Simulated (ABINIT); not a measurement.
Runs of ABINIT 10.8.3 (patched build) on TiB2. It takes space group P6/mmm (No. 191, hexagonal). Conventional cell: a = 3.029 Å, b = 3.029 Å, c = 3.228 Å, α = 90.00°, β = 90.00°, γ = 120.00°. Around Ti (site symmetry 6/mmm) lie 12 B at 2.38 Å. Around B (site symmetry -6m2) lie 3 B at 1.75 Å. 

```csv
potentials or basis,cutoff (eV),fine-grid cutoff,gap on the mesh (eV),pressure (GPa)
SPMS NC PBE v1.0,816,-,none,-0.1
Ansatz NC PBE,1143,-,none,(a)
SG15 NC PBE v1.2,707,-,none,-0.7
PseudoDojo NC SR PBE v0.4.1 standard,1143,-,none,0.2
PseudoDojo NC SR PBE v0.5 stringent,1143,-,none,0.2
PseudoDojo NC SR PBE v0.4 stringent,1143,-,none,0.2
JTH PAW PBE v2.0,408,816.342 eV,none,0.8
PseudoDojo NC SR PBE v0.5 standard,1143,-,none,0.2
```

Alike in all rows: task single point; level PBE; no spin polarisation; cell as given; k mesh 10 × 10 × 8; smearing fermi-dirac 0.05 eV.

Q: Estimate the missing entries.

A: (a) 0.3.

Caveats: the atomic spheres overlap (some runs).

A gap of «none» marks a metal or a gap under the smearing width.
